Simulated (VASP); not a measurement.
Here is a VASP 6.6.1 calculation.

INCAR

```
SYSTEM = Sb2S3
ALGO = Normal
EDIFF = 1E-6
EDIFFG = -0.01
ENCUT = 600
GGA = PS
IBRION = 2
ISIF = 3
ISMEAR = 0
KPAR = 4
LASPH = .TRUE.
LCHARG = .FALSE.
LREAL = .FALSE.
LWAVE = .FALSE.
NELM = 80
NSW = 90
PREC = Accurate
SIGMA = 0.03
```

The input KPOINTS:

```
k-points
0
G
  4 8 4
  0 0 0
```

File POSCAR:

```
Sb2S3
1.0
   11.3110000000      0.0000000000      0.0000000000
    0.0000000000      3.8389000000      0.0000000000
    0.0000000000      0.0000000000     11.2230000000
Sb S
8 12
Direct
    0.4706100000      0.2500000000      0.3259500000
    0.0293900000      0.7500000000      0.8259500000
    0.9706100000      0.2500000000      0.1740500000
    0.5293900000      0.7500000000      0.6740500000
    0.3505900000      0.7500000000      0.0360200000
    0.1494100000      0.2500000000      0.5360200000
    0.8505900000      0.7500000000      0.4639800000
    0.6494100000      0.2500000000      0.9639800000
    0.2921400000      0.2500000000      0.1918100000
    0.2078600000      0.7500000000      0.6918100000
    0.7921400000      0.2500000000      0.3081900000
    0.7078600000      0.7500000000      0.8081900000
    0.5498000000      0.7500000000      0.1230000000
    0.9502000000      0.2500000000      0.6230000000
    0.0498000000      0.7500000000      0.3770000000
    0.4502000000      0.2500000000      0.8770000000
    0.3751000000      0.7500000000      0.4389000000
    0.1249000000      0.2500000000      0.9389000000
    0.8751000000      0.7500000000      0.0611000000
    0.6249000000      0.2500000000      0.5611000000
```

Potentials or basis: VASP PAW PBE potentials, release 64 (Sb, S).

Command:

```sh
$ cat potpaw_PBE.64/Sb/POTCAR potpaw_PBE.64/S/POTCAR > POTCAR
$ mpirun -np 4 vasp_std > vasp.out
```

**Question.** Estimate the band gap on the k mesh.

**Answer.** 1.18 eV, indirect (least direct gap 1.19 eV).

**Question.** Estimate the space group after relaxing (to 0.05 Å).

**Answer.** Pnma (No. 62).

Forces on the atoms (eV/Å):
```
Sb   0.002  0.000  0.007
Sb  -0.002  0.000  0.007
Sb   0.002  0.000 -0.007
Sb  -0.002  0.000 -0.007
Sb  -0.002  0.000 -0.003
Sb   0.002  0.000 -0.003
Sb  -0.002  0.000  0.003
Sb   0.002  0.000  0.003
S   -0.006  0.000 -0.001
S    0.006  0.000 -0.001
S   -0.006  0.000  0.001
S    0.006  0.000  0.001
S    0.003  0.000 -0.007
S   -0.003  0.000 -0.007
S    0.003  0.000  0.007
S   -0.003  0.000  0.007
S    0.007  0.000 -0.004
S   -0.007  0.000 -0.004
S    0.007  0.000  0.004
S   -0.007  0.000  0.004
```

Caveat: the PAW data sets were made with another functional, which shifts forces and pressure a little; spin-orbit coupling is left out, which moves the levels of the heavy elements. As with any semilocal functional, this PBEsol gap is likely too small.
